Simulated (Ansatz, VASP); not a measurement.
Two plane-wave programs on TiB2

Contents of INCAR:

```
SYSTEM = TiB2
  PREC = Accurate
  ENCUT = 520
  EDIFF = 1E-6
  ISMEAR = 0
  SIGMA = 0.1
  LREAL = .False.
  LASPH = .True.
  NELM = 100
  ALGO = Fast
  ISIF = 2
  LWAVE = .False.
  LCHARG = .True.
  GGA = PE
  LELF = .True.
  LVHAR = .True.
  NBANDS = 16
```

Contents of KPOINTS:

```
regular mesh
0
Gamma
  6 6 6
  0 0 0
```

File POSCAR:

```
TiB2
1.0
    3.0900812394      0.0000000000      0.0000000000
   -1.5450406198      2.6760888531      0.0000000000
    0.0000000000      0.0000000000      3.3738455930
Ti B
1 2
Direct
    0.0000000000      0.0000000000      0.0000000000
    0.3333333333      0.6666666667      0.5000000000
    0.6666666667      0.3333333333      0.5000000000
```

Input for Ansatz:

```yaml
crystal:
  lattice:
    - [3.0900812394, 0.0, 0.0]
    - [-1.5450406198, 2.6760888531, 0.0]
    - [0.0, 0.0, 3.373845593]
  atoms:
    - { symbol: Ti, position: [0.0, 0.0, 0.0] }
    - { symbol: B, position: [0.3333333333, 0.6666666667, 0.5] }
    - { symbol: B, position: [0.6666666667, 0.3333333333, 0.5] }
basis:
  ecutwfc: 420
kpoints:
  mp_grid: { grid: [6, 6, 6] }
hamiltonian:
  xc: pbe
scf:
  occupations: { method: gaussian, width: 0.1 }
output:
  forces: true
  stress: true
  eigenvalues: true
```

Alike in both runs: task single point; functional PBE; k mesh 6 × 6 × 6; occupations gaussian, width 0.1 eV; no spin polarisation.

|  | VASP | Ansatz |
| --- | --- | --- |
| version | VASP 6.6.1 | Ansatz 0.2.0 |
| potentials or method | VASP PAW PBE potentials, release 64 (Ti_sv, B) | scalar-relativistic, plane waves, PAW |
| plane-wave cutoff (eV) | 520 | 420 |
| valence electrons in the cell | 18 | 18 |

```tsv
	VASP	Ansatz	Ansatz less VASP
gap on the k mesh at the Fermi level (eV)	none	none	-
pressure (GPa)	-16.8	-16.9	-0.12
largest component of the traceless stress (GPa)	4.12	4.15	+0.034
```

A gap of «none» marks a metal or a gap that the smearing closes.

Caveats: the k mesh is coarse (spacing up to 0.39 Å⁻¹), so the values aren't converged; so large a pressure means that the cell lies far from this level's equilibrium, or that cutoff or potentials fall short (VASP).
